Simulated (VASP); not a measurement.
# KBr (P4/mmm) in VASP: further runs

One crystal, KBr, is run at these levels: PBE, HSE06; tasks: single point.

All numbers are computed with VASP 6.6.1; they aren't measurements. Logs are shortened: lines on timing, memory, paths and dates and some standing lists are left out, and cuts for length are marked.

## 1. The cell of the first run

It takes space group P4/mmm (No. 123, tetragonal). The conventional cell has a = 3.875 Å, b = 3.875 Å, c = 4.004 Å, α = 90.00°, β = 90.00°, γ = 90.00°. K (site symmetry 4/mmm) has 8 Br at 3.39 Å and 4 K at 3.87 Å as nearest neighbours. Br (site symmetry 4/mmm) has 8 K at 3.39 Å and 4 Br at 3.87 Å as nearest neighbours.

The cell was built by a generator and needn't be a form met in nature.

## 2. Single point, PBE (epitaxial_xy strain -2.6%)

INCAR reads:

```
SYSTEM = KBr
PREC = Accurate
ENCUT = 520
EDIFF = 1E-6
ISMEAR = -1
SIGMA = 0.02
LREAL = .False.
LASPH = .True.
NELM = 100
ALGO = Fast
ISIF = 2
LWAVE = .False.
LCHARG = .False.
GGA = PE
NBANDS = 15
```

KPOINTS reads:

```
Automatic mesh
0
Gamma
  6 6 6
  0 0 0
```

POSCAR reads:

```
KBr
1.0
    3.8745274383      0.0000000000      0.0000000000
    0.0000000000      3.8745274383      0.0000000000
    0.0000000000      0.0000000000      4.0043210533
K Br
1 1
Direct
    0.0000000000      0.0000000000      0.0000000000
    0.5000000000      0.5000000000      0.5000000000
```

Potentials or basis: VASP PAW PBE potentials, release 64 (K_sv, Br).

The run is started by

```bash
$ cat potpaw_PBE.64/K_sv/POTCAR potpaw_PBE.64/Br/POTCAR > POTCAR
$ mpirun -np 1 vasp_std > vasp.out
```

OUTCAR:

```text
SYSTEM = KBr
   PREC = Accurate
   ENCUT = 520
   EDIFF = 1E-6
   ISMEAR = -1
   LREAL = .False.
   LASPH = .True.
   NELM = 100
   ISIF = 2
   GGA = PE

 ion  position               nearest neighbor table
   1  0.000  0.000  0.000-
   2  0.500  0.500  0.500-

  LATTYP: Found a simple tetragonal cell.
 ALAT       =     3.8745274383
 C/A-ratio  =     1.0334992117

  Lattice vectors:

 A1 = (   3.8745274383,   0.0000000000,   0.0000000000)
 A2 = (   0.0000000000,   3.8745274383,   0.0000000000)
 A3 = (   0.0000000000,   0.0000000000,   4.0043210533)

Analysis of symmetry for initial positions (statically):
=====================================================================
 Subroutine PRICEL returns:
 Original cell was already a primitive cell.

 Routine SETGRP: Setting up the symmetry group for a
 simple tetragonal supercell.

 Subroutine GETGRP returns: Found 16 space group operations
 (whereof 16 operations were pure point group operations)
 out of a pool of 16 trial point group operations.

The static configuration has the point symmetry D_4h.

Analysis of symmetry for dynamics (positions and initial velocities):
=====================================================================
 Subroutine PRICEL returns:
 Original cell was already a primitive cell.

 Routine SETGRP: Setting up the symmetry group for a
 simple tetragonal supercell.

 Subroutine GETGRP returns: Found 16 space group operations
 (whereof 16 operations were pure point group operations)
 out of a pool of 16 trial point group operations.

The dynamic configuration has the point symmetry D_4h.

 Subroutine INISYM returns: Found 16 space group operations
 (whereof 16 operations are pure point group operations),
 and found     1 'primitive' translations

----------------------------------------------------------------------------------------

                                     Primitive cell

  volume of cell :      60.1127

  direct lattice vectors                    reciprocal lattice vectors
     3.874527438  0.000000000  0.000000000     0.258095991  0.000000000  0.000000000
     0.000000000  3.874527438  0.000000000     0.000000000  0.258095991  0.000000000
     0.000000000  0.000000000  4.004321053     0.000000000  0.000000000  0.249730226

  length of vectors
     3.874527438  3.874527438  4.004321053     0.258095991  0.258095991  0.249730226

  position of ions in fractional coordinates (direct lattice)
     0.000000000  0.000000000  0.000000000
     0.500000000  0.500000000  0.500000000

  ion indices of the primitive-cell ions
   primitive index   ion index
                 1           1
                 2           2

----------------------------------------------------------------------------------------

 KPOINTS: Automatic mesh

Automatic generation of k-mesh.
 Grid dimensions read from file:
 generate k-points for:    6    6    6

 Generating k-lattice:

  Cartesian coordinates                     Fractional coordinates (reciprocal lattice)
     0.043015999  0.000000000  0.000000000     0.166666667  0.000000000  0.000000000
     0.000000000  0.043015999  0.000000000     0.000000000  0.166666667  0.000000000
     0.000000000  0.000000000  0.041621704     0.000000000  0.000000000  0.166666667

  Length of vectors
     0.043015999  0.043015999  0.041621704

  Shift w.r.t. Gamma in fractional coordinates (k-lattice)
     0.000000000  0.000000000  0.000000000

 Subroutine IBZKPT returns following result:
 ===========================================

 Found     40 irreducible k-points:

 Following reciprocal coordinates:
            Coordinates               Weight
  0.000000  0.000000  0.000000      1.000000
  0.166667  0.000000  0.000000      4.000000
  0.333333  0.000000  0.000000      4.000000
  0.500000  0.000000  0.000000      2.000000
  0.166667  0.166667  0.000000      4.000000
  0.333333  0.166667  0.000000      8.000000
[... 16 lines left out ...]
  0.333333  0.000000  0.333333      8.000000
  0.500000  0.000000  0.333333      4.000000
 [... further k-points ...]
   k-points           NKPTS =     40   k-points in BZ     NKDIM =     40   number of bands    NBANDS=     15
   number of dos      NEDOS =    301   number of ions     NIONS =      2
   total plane-waves  NPLWV =  27000
   dimension x,y,z NGX =    30 NGY =   30 NGZ =   30
   dimension x,y,z NGXF=    60 NGYF=   60 NGZF=   60
   ions per type =               1   1
   NGX,Y,Z   is equivalent  to a cutoff of  12.87, 12.87, 12.45 a.u.
   NGXF,Y,Z  is equivalent  to a cutoff of  25.74, 25.74, 24.91 a.u.
 SYSTEM =  KBr
   PREC   = accura    normal or accurate (medium, high low for compatibility)
   ISTART =      0    job   : 0-new  1-cont  2-samecut
   ICHARG =      2    charge: 1-file 2-atom 10-const
   ISPIN  =      1    spin polarized calculation?
   LNONCOLLINEAR =      F non collinear calculations
   LSORBIT =      F    spin-orbit coupling
   LASPH  =      T    aspherical Exc in radial PAW
   ENCUT  =  520.0 eV  38.22 Ry    6.18 a.u.   7.20  7.20  7.45*2*pi/ulx,y,z
   NELM   =    100;   NELMIN=  2; NELMDL= -5     # of ELM steps
   EDIFF  = 0.1E-05   stopping-criterion for ELM
   LREAL  =      F    real-space projection
   EDIFFG = 0.1E-04   stopping-criterion for IOM
   NSW    =      0    number of steps for IOM
   IBRION =     -1    ionic relax: 0-MD 1-quasi-New 2-CG
   NFREE  =      0    steps in history (QN), initial steepest desc. (CG)
   ISIF   =      2    stress and relaxation
   ISYM   =      2    0-nonsym 1-usesym 2-fastsym
   POTIM  = 0.5000    time-step for ionic-motion
   TEBEG  =    0.0;   TEEND  =   0.0 temperature during run
   PSTRESS=    0.0 pullay stress
   NELECT =      16.0000    total number of electrons
   NUPDOWN=      -1.0000    fix difference up-down
   EMIN   =  10.00;   EMAX   =-10.00  energy-range for DOS
   EFERMI =   0.00;   METHOD = LEGACY
   ISMEAR =    -1;   SIGMA  =   0.02  broadening in eV -4-tet -1-fermi 0-gaus
   EFERMI_NEDOS =   21; number of points for ismear=-14 and -15
   IALGO  =     68    algorithm
   IMIX   =      4    mixing-type and parameters
     AMIX     =   0.40;   BMIX     =  1.00
     AMIX_MAG =   1.60;   BMIX_MAG =  1.00
  volume/ion in A,a.u.               =      30.06       202.83
  Fermi-wavevector in a.u.,A,eV,Ry     =   1.053075  1.990023 15.088416  1.108967
  Thomas-Fermi vector in A             =   2.188183
   LORBIT       =      0    0 simple, 1 ext, 2 COOP (PROOUT), +10 PAW based schemes
   GGA     = PE    functional components
   LHFCALC =     F    Hartree Fock is set to
   AEXX    =    0.0000 exact exchange contribution
   IVDW    =     0    specifies the selected vdW correction
   LEPSILON=     F    determine dielectric tensor
   LRPA    =     F    only Hartree local field effects (RPA)
 non-spin polarized calculation
 RMM-DIIS sequential band-by-band and
  energy-cutoff  :      520.00
  volume of cell :       60.11
 maximum number of plane-waves:      1640
 NGX is ok and might be reduce to    30
   NGX = 15   NGY = 15   NGZ = 15

 number of electron      16.0000002 magnetization

 Free energy of the ion-electron system (eV)
  ---------------------------------------------------
  ext. energy  EPLUGINS =         0.00000000
  ---------------------------------------------------
  free energy    TOTEN  =        -6.04114747 eV

  energy without entropy =       -6.04114747  energy(sigma->0) =       -6.04114747

 E-fermi :   0.2671     XC(G=0):  -8.2288

 val. band max:       -0.2017720646   @ k =   0.5000   0.0000   0.5000
 cond. band min:       3.8973417310   @ k =   0.0000   0.0000   0.0000
 fundamental gap:      4.0991137955
 Fermi energy:         0.2670819324

 k-point     1 :       0.0000    0.0000    0.0000
  band No.  band energies     occupation
      1     -28.8180      2.00000
      2     -13.2465      2.00000
      3     -12.2408      2.00000
      4     -12.2297      2.00000
      5     -12.2297      2.00000
      6      -0.6958      2.00000
      7      -0.4815      2.00000
      8      -0.4815      2.00000
      9       3.8973      0.00000
     10       5.3973      0.00000
     11       5.5293      0.00000
     12       9.5125      0.00000
     13       9.5125      0.00000
     14       9.7361      0.00000
     15      12.1980      0.00000

 k-point     2 :       0.1667    0.0000    0.0000
  band No.  band energies     occupation
      1     -28.8136      2.00000
      2     -13.2891      2.00000
      3     -12.2328      2.00000
      4     -12.2225      2.00000
      5     -12.1830      2.00000
      6      -1.1421      2.00000
      7      -0.6926      2.00000
      8      -0.4733      2.00000
      9       4.5435      0.00000
     10       5.6704      0.00000
     11       6.2033      0.00000
     12       9.4171      0.00000
     13       9.6161      0.00000
     14       9.6461      0.00000
     15      11.3963      0.00000

 k-point     3 :       0.3333    0.0000    0.0000
  band No.  band energies     occupation
      1     -28.8049      2.00000
      2     -13.3757      2.00000
      3     -12.2167      2.00000
      4     -12.2079      2.00000
      5     -12.0817      2.00000
      6      -2.1148      2.00000
      7      -0.6875      2.00000
      8      -0.4577      2.00000
      9       5.7396      0.00000
     10       6.3382      0.00000
     11       7.5395      0.00000
     12       9.4048      0.00000
     13       9.5314      0.00000
     14       9.6734      0.00000
     15       9.9581      0.00000
[... 343 lines left out ...]
 k-point    23 :       0.3333    0.0000    0.3333
  band No.  band energies     occupation
      1     -28.7964      2.00000
      2     -13.1914      2.00000
      3     -12.3785      2.00000
      4     -12.1944      2.00000
      5     -12.1664      2.00000
      6      -1.8423      2.00000
      7      -1.6012      2.00000
      8      -0.3263      2.00000
      9       5.7294      0.00000
     10       6.5087      0.00000
     11       8.2645      0.00000
     12       8.6482      0.00000
     13       8.8880      0.00000
     14       9.2751      0.00000
     15      10.8395      0.00000

 k-point    24 :       0.5000    0.0000    0.3333
  band No.  band energies     occupation
      1     -28.7922      2.00000
      2     -13.1151      2.00000
      3     -12.3504      2.00000
      4     -12.2924      2.00000
      5     -12.1884      2.00000
      6      -2.0586      2.00000
      7      -1.5568      2.00000
      8      -0.2675      2.00000
      9       5.4126      0.00000
     10       6.5405      0.00000
     11       8.2368      0.00000
     12       8.2703      0.00000
     13       9.1047      0.00000
     14      10.0085      0.00000
     15      11.0796      0.00000

 [... further k-points ...]

------------------------ aborting loop because EDIFF is reached ----------------------------------------

  FORCE on cell =-STRESS in cart. coord.  units (eV):
  Direction    XX          YY          ZZ          XY          YZ          ZX
  --------------------------------------------------------------------------------------
  -------------------------------------------------------------------------------------
  Total        0.8573565      0.8573565      0.3624121      0.0000000      0.0000000     -0.0000000
  in kB       22.8510231     22.8510231      9.6593283      0.0000000      0.0000000     -0.0000000
  external PRESSURE =      18.4537915 kB  Pullay stress =       0.0000000 kB

 VOLUME and BASIS-vectors are now :
 -----------------------------------------------------------------------------
  energy-cutoff  :      520.00
  volume of cell :       60.11
      direct lattice vectors                 reciprocal lattice vectors
     3.874527438  0.000000000  0.000000000     0.258095991  0.000000000  0.000000000
     0.000000000  3.874527438  0.000000000     0.000000000  0.258095991  0.000000000
     0.000000000  0.000000000  4.004321053     0.000000000  0.000000000  0.249730226

 POSITION                                       TOTAL-FORCE (eV/Angst)
 -----------------------------------------------------------------------------------
      0.00000      0.00000      0.00000         0.000000      0.000000      0.000000
      1.93726      1.93726      2.00216         0.000000      0.000000      0.000000
 -----------------------------------------------------------------------------------
    total drift:                                0.000000      0.000000     -0.000000

  FREE ENERGIE OF THE ION-ELECTRON SYSTEM (eV)
  ---------------------------------------------------
  free  energy   TOTEN  =        -6.0411474682 eV

  energy  without entropy=       -6.0411474682  energy(sigma->0) =       -6.04114747
```

Wall time 16 s (1 thread of Intel Xeon 6975P-C (Granite Rapids), shared host); peak memory 0.18 GiB.

Results:

| Property | Result |
| --- | --- |
| Free energy | -6.0411 eV |
| Pressure | 1.8 GPa |
| Band gap on the k mesh | 4.10 eV, indirect (least direct gap 4.38 eV) |

Stress tensor (GPa, compression positive):
```
2.29 0.00 0.00
0.00 2.29 0.00
0.00 0.00 0.97
```

A k mesh can miss the band edges.

## 3. Single point, PBE (shear_xy strain -4.5%)

INCAR reads:

```
ALGO = Fast
EDIFF = 1E-6
ENCUT = 520
GGA = PE
ISIF = 2
ISMEAR = -1
LASPH = T
LCHARG = T
LELF = T
LREAL = F
LVHAR = T
LWAVE = F
NBANDS = 15
NELM = 100
PREC = Accurate
SIGMA = 0.02
```

KPOINTS reads:

```
k-points
0
Gamma
  6 6 6
```

POSCAR reads:

```
KBr
1.0
    3.9763212626     -0.0902624927      0.0000000000
   -0.0902624927      3.9763212626      0.0000000000
    0.0000000000      0.0000000000      3.9763212626
K Br
1 1
Direct
    0.0000000000      0.0000000000      0.0000000000
    0.5000000000      0.5000000000      0.5000000000
```

Potentials or basis: VASP PAW PBE potentials, release 64 (K_sv, Br).

The run is started by

```bash
$ cat potpaw_PBE.64/K_sv/POTCAR potpaw_PBE.64/Br/POTCAR > POTCAR
$ mpirun -np 1 vasp_std > vasp.out
```

OUTCAR:

```text
EDIFF = 1E-6
   ENCUT = 520
   GGA = PE
   ISIF = 2
   ISMEAR = -1
   LASPH = T
   LREAL = F
   NELM = 100
   PREC = Accurate

 ion  position               nearest neighbor table
   1  0.000  0.000  0.000-
   2  0.500  0.500  0.500-

  LATTYP: Found a base centered orthorhombic cell.
 ALAT       =     5.4957170166
 B/A-ratio  =     1.0464545176
 C/A-ratio  =     0.7235309334

  Lattice vectors:

 A1 = (   3.9763212626,  -0.0902624927,   0.0000000000)
 A2 = (  -0.0902624927,   3.9763212626,   0.0000000000)
 A3 = (   0.0000000000,   0.0000000000,   3.9763212626)

Analysis of symmetry for initial positions (statically):
=====================================================================
 Subroutine PRICEL returns:
 Original cell was already a primitive cell.

 Routine SETGRP: Setting up the symmetry group for a
 base centered orthorhombic supercell.

 Subroutine GETGRP returns: Found  8 space group operations
 (whereof  8 operations were pure point group operations)
[... 176 lines left out ...]
      2     -13.3888      2.00000
      3     -12.5232      2.00000
      4     -12.5228      2.00000
      5     -12.5223      2.00000
      6      -0.8149      2.00000
      7      -0.7855      2.00000
      8      -0.7524      2.00000
      9       3.5176      0.00000
     10       5.2824      0.00000
     11       5.2958      0.00000
     12       9.1310      0.00000
     13       9.2220      0.00000
     14       9.3838      0.00000
[... 401 lines left out ...]
      2     -13.2224      2.00000
      3     -12.6384      2.00000
      4     -12.5640      2.00000
      5     -12.5217      2.00000
      6      -2.1250      2.00000
      7      -1.7328      2.00000
      8      -1.0152      2.00000
      9       5.5617      0.00000
     10       6.8786      0.00000
     11       7.2478      0.00000
     12       7.8034      0.00000
     13       8.9895      0.00000
     14       9.3501      0.00000
     15      10.6877      0.00000

 [... further k-points ...]

------------------------ aborting loop because EDIFF is reached ----------------------------------------

  FORCE on cell =-STRESS in cart. coord.  units (eV):
  Direction    XX          YY          ZZ          XY          YZ          ZX
  --------------------------------------------------------------------------------------
  -------------------------------------------------------------------------------------
  Total        0.3559779      0.3559779      0.3600793      0.0991942      0.0000000      0.0000000
  in kB        9.0763889      9.0763889      9.1809628      2.5291605      0.0000000      0.0000000
  external PRESSURE =       9.1112469 kB  Pullay stress =       0.0000000 kB

 VOLUME and BASIS-vectors are now :
 -----------------------------------------------------------------------------
  energy-cutoff  :      520.00
  volume of cell :       62.84
      direct lattice vectors                 reciprocal lattice vectors
     3.976321263 -0.090262493  0.000000000     0.251618390  0.005711737  0.000000000
    -0.090262493  3.976321263  0.000000000     0.005711737  0.251618390  0.000000000
     0.000000000  0.000000000  3.976321263     0.000000000  0.000000000  0.251488734

 POSITION                                       TOTAL-FORCE (eV/Angst)
 -----------------------------------------------------------------------------------
      0.00000      0.00000      0.00000        -0.000000      0.000000      0.000000
      1.94303      1.94303      1.98816         0.000000      0.000000      0.000000
 -----------------------------------------------------------------------------------
    total drift:                               -0.000000      0.000000     -0.000000

  FREE ENERGIE OF THE ION-ELECTRON SYSTEM (eV)
  ---------------------------------------------------
  free  energy   TOTEN  =        -6.0674334210 eV

  energy  without entropy=       -6.0674334210  energy(sigma->0) =       -6.06743342
```

stdout:

```text
POSCAR found type information on POSCAR K Br
 POSCAR found :  2 types and       2 ions
 scaLAPACK will be used
 LDA part: xc-table for (Slater+PW92), standard interpolation
 POSCAR, INCAR and KPOINTS ok, starting setup
 FFT: planning ... GRIDC
 FFT: planning ... GRID_SOFT
 FFT: planning ... GRID
 WAVECAR not read
 entering main loop
WARNING in EDDRMM: call to ZHEGV failed, returncode =   8  4      6
```

Run time: 22 s. Hardware: 1 thread of Intel Xeon 6975P-C (Granite Rapids), shared host; peak memory 0.19 GiB.

Results:

* Free energy: -6.0674 eV
* Pressure: 0.9 GPa
* Band gap on the k mesh: 4.03 eV, indirect (least direct gap 4.27 eV)

Stress tensor (GPa, compression positive):
```
0.91 0.25 0.00
0.25 0.91 0.00
0.00 0.00 0.92
```

Levels at points of the mesh, in eV from the valence-band top:
| k point | band 4 | band 5 | band 6 | band 7 | band 8 | band 9 | band 10 | band 11 | band 12 | band 13 |
| --- | --- | --- | --- | --- | --- | --- | --- | --- | --- | --- |
| (0.00, 0.00, 0.00) | -12.01 | -12.01 | -0.31 | -0.28 | -0.24 | 4.03 | 5.79 | 5.81 | 9.64 | 9.73 |
| (0.50, 0.00, 0.00) | -11.99 | -11.79 | -2.09 | -0.26 | -0.26 | 6.67 | 7.20 | 7.92 | 8.91 | 9.81 |
| (0.50, 0.50, 0.00) | -12.17 | -11.97 | -1.53 | -1.43 | 0.00 | 5.24 | 6.55 | 8.06 | 8.09 | 10.44 |
| (0.00, 0.00, 0.50) | -11.99 | -11.80 | -2.09 | -0.33 | -0.18 | 6.68 | 7.20 | 7.91 | 8.93 | 9.62 |
| (0.50, 0.00, 0.50) | -12.18 | -11.97 | -1.48 | -1.48 | 0.00 | 5.24 | 6.54 | 8.08 | 8.10 | 10.63 |
| (0.50, 0.50, 0.50) | -12.13 | -12.12 | -1.56 | -1.55 | -1.53 | 7.32 | 7.53 | 7.73 | 9.43 | 9.60 |

A k mesh can miss the band edges.

(Part 1 of 2 ends here.)
